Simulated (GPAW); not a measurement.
SnSe, a slab with vacuum:

```
Sn Se
1.0
     4.28533    0.00000    0.00000
     0.00000    4.28533    0.00000
     0.00000    0.00000   10.99069
Sn Se
2 2
Direct
  0.00000 0.50000 0.62777
  0.50000 0.00000 0.37223
  0.00000 0.50000 0.38396
  0.50000 0.00000 0.61604
```

| Quantity | Value |
| --- | --- |
| Program | GPAW 26.7.0 |
| Task | single point |
| Functional | PBE |
| Potentials or basis | GPAW PAW data sets (gpaw-data 1.2.1) |
| Cutoff | 600 eV |
| Basis | pw |
| k mesh | 6 × 6 × 3 |
| Occupations | fermi-dirac, width 0.05 eV |
| Spin | no spin polarisation |

On this cell: largest force 0.239 eV/Å; band gap on the k mesh 1.51 eV, direct.

The same run follows on a disturbed copy (atoms moved at random, drawn with an rms of 0.05 Å):

```
CELL_PARAMETERS angstrom
4.28533 0.00000 0.00000
0.00000 4.28533 0.00000
0.00000 0.00000 10.99069
ATOMIC_POSITIONS crystal
Sn 0.99366 0.51993 0.63154
Sn 0.49755 0.00585 0.37607
Se 0.99860 0.49211 0.38146
Se 0.51271 0.99708 0.61488
```

Task: What does the disturbed cell give?

Result: The energy moves by +6.3 meV/atom; largest force 0.669 eV/Å; band gap on the k mesh 1.49 eV, indirect (least direct gap 1.50 eV).

Forces on the atoms (eV/Å):
```
Sn   0.025 -0.018 -0.274
Sn  -0.031  0.030 -0.565
Se   0.094  0.007  0.176
Se  -0.087 -0.019  0.663
```

Stress tensor (GPa, compression positive):
```
 0.47 -0.06 -0.12
-0.06  0.52 -0.08
-0.12 -0.08  0.77
```

Caveats: spin-orbit coupling is left out, which moves the levels of the heavy elements.

A k mesh can miss the band edges.
